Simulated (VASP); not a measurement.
## PtSe2 (Sudovikovite): band structure with TB-mBJ

Crystal: PtSe2 (Sudovikovite).

```
CELL_PARAMETERS angstrom
3.76833 0.00000 0.00000
-1.88416 3.26347 0.00000
0.00000 0.00000 4.81981
ATOMIC_POSITIONS crystal
Pt 0.00000 0.00000 0.00000
Se 0.33333 0.66667 0.26651
Se 0.66667 0.33333 0.73349
```

- Program: VASP 6.6.1
- Task: band structure
- Functional: TB-mBJ
- Potentials or basis: VASP PAW PBE potentials, release 64 (Pt, Se)
- Cutoff: 520 eV
- k mesh: 6 × 6 × 4
- Occupations: gaussian, width 0.03 eV
- Spin: spin-orbit coupling, no magnetisation
- Further INCAR settings: ALGO = Normal; EDIFF = 1e-06; NBANDS = 35

The valence electrons inside the program's atomic spheres are Pt 9.10; Se 4.06.

Wall time 8.6 min on 2 MPI ranks on AMD EPYC 9R14 (Zen 4) (shared host), peak memory 0.38 GiB a rank.
